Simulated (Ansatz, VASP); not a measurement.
GaN in VASP and in Ansatz

The input INCAR:

```
ALGO = Normal
EDIFF = 1E-6
ENCUT = 520
GGA = PE
ISIF = 2
ISMEAR = 0
LASPH = T
LCHARG = F
LREAL = F
LWAVE = F
NBANDS = 26
NELM = 100
PREC = Accurate
SIGMA = 0.02
```

KPOINTS

```
k-points
0
Gamma
  12 12 6
```

POSCAR

```
GaN
1.0
    3.0252685687      0.0000000000      0.0000000000
   -1.5126342843      2.6199594337      0.0000000000
    0.0000000000      0.0000000000      5.3907337928
Ga N
2 2
Direct
    0.6666666667      0.3333333333      0.5071924491
    0.3333333333      0.6666666667      1.0071924491
    0.6666666667      0.3333333333      0.8678075509
    0.3333333333      0.6666666667      0.3678075509
```

Input for Ansatz:

```yaml
crystal:
  lattice:
    - [3.0252685687, 0.0, 0.0]
    - [-1.5126342843, 2.6199594337, 0.0]
    - [0.0, 0.0, 5.3907337928]
  atoms:
    - { symbol: Ga, position: [0.6666666667, 0.3333333333, 0.5071924491] }
    - { symbol: Ga, position: [0.3333333333, 0.6666666667, 1.0071924491] }
    - { symbol: "N", position: [0.6666666667, 0.3333333333, 0.8678075509] }
    - { symbol: "N", position: [0.3333333333, 0.6666666667, 0.3678075509] }
basis:
  ecutwfc: 420
kpoints:
  mp_grid: { grid: [12, 12, 6] }
  band_path: { path: [VBM, CBM], npoints: 2 }
hamiltonian:
  xc: pbe
scf:
  occupations: { method: gaussian, width: 0.02 }
output:
  forces: true
  stress: true
  eigenvalues: true
checkpoint:
  read: start.run
  write: ck
  compress: false
  write_wavefunctions: false
  write_every: 100000
```

Alike in both runs: task single point; functional PBE; k mesh 12 × 12 × 6; occupations gaussian, width 0.02 eV; no spin polarisation.

|  | VASP | Ansatz |
| --- | --- | --- |
| version | VASP 6.6.1 | Ansatz 0.2.0 |
| potentials or method | VASP PAW PBE potentials, release 64 (Ga_d, N) | scalar-relativistic, plane waves, PAW |
| plane-wave cutoff (eV) | 520 | 420 |
| valence electrons in the cell | 36 | 36 |

Ansatz gave:

- gap on the k mesh at the Fermi level (eV): 1.71
- least direct gap on the mesh (eV): 1.71
- pressure (GPa): 19.9
- largest component of the traceless stress (GPa): 19.90
- rms of the force components (eV/Å): 0.000

Estimate VASP's values.

gap on the k mesh at the Fermi level (eV): 1.72; least direct gap on the mesh (eV): 1.72; pressure (GPa): 19.8; largest component of the traceless stress (GPa): 19.98; rms of the force components (eV/Å): 0.004.

Atom by atom the forces differ by 0.004 eV/Å (rms over components). The functional is the same, so the differences come from potentials, cutoffs and numerics.

Caveats: so large a pressure means that the cell lies far from this level's equilibrium, or that cutoff or potentials fall short (VASP). A hybrid or GW would open this gap; PBE tends to underestimate it.
